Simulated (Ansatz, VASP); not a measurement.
BN: VASP beside Ansatz

```
CELL_PARAMETERS angstrom
2.48894 0.00000 0.00000
-1.24447 2.15549 0.00000
0.00000 0.00000 6.49432
ATOMIC_POSITIONS crystal
B 0.33333 0.66667 0.25000
B 0.66667 0.33333 0.75000
N 0.33333 0.66667 0.75000
N 0.66667 0.33333 0.25000
```

Alike in both runs: task single point; functional PBE; k mesh 10 × 10 × 4; no spin polarisation.

```csv
,VASP,Ansatz
version,VASP 6.6.1,Ansatz 0.2.0
potentials or method,"VASP PAW PBE potentials, release 64 (B, N), cutoff 520 eV","all-electron LAPW, scalar-relativistic"
occupations,"gaussian, width 0.01 eV",fixed
```

|  | VASP | Ansatz | Ansatz less VASP |
| --- | --- | --- | --- |
| gap on the k mesh at the Fermi level (eV) | 4.22 | 4.22 | 0.000 |
| pressure (GPa) | 8.4 | 8.3 | -0.11 |
| largest component of the traceless stress (GPa) | 4.71 | 4.44 | -0.269 |

Ansatz ran all-electron here, so the differences hold the error of VASP's frozen core and of both bases.

Caveats: this functional lacks dispersion, which binds the layers, so the pressure and a relaxed spacing across them are unreliable. A k mesh can miss the band edges. PBE gaps usually lie below the measured ones, often by a third to a half.
